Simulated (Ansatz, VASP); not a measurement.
**One calculation of BN, two programs**

POSCAR

```
BN
1.0
    0.1559435042     -1.4517328050     -1.9186746840
    0.0569005672      1.6691871454     -2.1361290244
    3.3635931380     -0.0990429370     -0.2128440714
B N
2 2
Direct
    0.5039779256      0.4966879581      0.5022392950
   -0.0027959503      0.0033566035      0.0073324684
   -0.0032345989      0.4926276732      0.2471091026
    0.5020526236      0.0073277652      0.7433191340
```

INCAR.step1

```
SYSTEM = BN
  PREC = Accurate
  ENCUT = 520
  ISMEAR = 0
  SIGMA = 0.05
  LREAL = .FALSE.
  LASPH = .TRUE.
  NELM = 100
  NBANDS = 16
  GGA = PE
  ALGO = Normal
  EDIFF = 1E-4
  LWAVE = .TRUE.
  LCHARG = .FALSE.
```

INCAR.step2

```
SYSTEM = BN
  PREC = Accurate
  ENCUT = 520
  EDIFF = 1E-6
  ISMEAR = 0
  SIGMA = 0.05
  LREAL = .FALSE.
  LASPH = .TRUE.
  NELM = 100
  ALGO = Normal
  ISIF = 2
  LWAVE = .FALSE.
  LCHARG = .TRUE.
  METAGGA = R2SCAN
  LMIXTAU = .TRUE.
  LELF = .TRUE.
  LVHAR = .TRUE.
  NBANDS = 16
  ISTART = 1
```

The input KPOINTS:

```
Automatic mesh
0
G
  8 8 6
  0 0 0
```

Input for Ansatz:

```yaml
crystal:
  lattice:
    - [0.1559435042, -1.451732805, -1.918674684]
    - [0.0569005672, 1.6691871454, -2.1361290244]
    - [3.363593138, -0.099042937, -0.2128440714]
  atoms:
    - { symbol: B, position: [0.5039779256, 0.4966879581, 0.502239295] }
    - { symbol: B, position: [-0.0027959503, 0.0033566035, 0.0073324684] }
    - { symbol: "N", position: [-0.0032345989, 0.4926276732, 0.2471091026] }
    - { symbol: "N", position: [0.5020526236, 0.0073277652, 0.743319134] }
basis:
  ecutwfc: 500
kpoints:
  mp_grid: { grid: [8, 8, 6] }
hamiltonian:
  xc: r2scan
scf:
  occupations: { method: gaussian, width: 0.05 }
output:
  forces: true
  stress: true
  eigenvalues: true
```

Change from the starting cell: all atoms moved at random, sigma 0.02 Å a component, cell strained at random, sigma 0.1.

Alike in both runs: task single point; functional r2SCAN; k mesh 8 × 8 × 6; occupations gaussian, width 0.05 eV; no spin polarisation.

|  | VASP | Ansatz |
| --- | --- | --- |
| version | VASP 6.6.1 | Ansatz 0.2.0 |
| potentials or method | VASP PAW PBE potentials, release 64 (B, N) | scalar-relativistic, plane waves, PAW |
| plane-wave cutoff (eV) | 520 | 500 |
| valence electrons in the cell | 16 | 16 |

Ansatz gave:

- gap on the k mesh at the Fermi level (eV): 1.64
- least direct gap on the mesh (eV): 2.75
- pressure (GPa): 65.4
- largest component of the traceless stress (GPa): 127.60
- rms of the force components (eV/Å): 1.206

Q: What did VASP give for the same quantities?

A: gap on the k mesh at the Fermi level (eV): 1.62; least direct gap on the mesh (eV): 2.73; pressure (GPa): 66.8; largest component of the traceless stress (GPa): 127.19; rms of the force components (eV/Å): 1.211.

Atom by atom the forces differ by 0.010 eV/Å (rms over components).

Caveats: the cell as given lies far from equilibrium; so large a pressure means that the cell lies far from this level's equilibrium, or that cutoff or potentials fall short (VASP); the potentials were made for another functional, which shifts forces and pressure (VASP). A k mesh can miss the band edges.
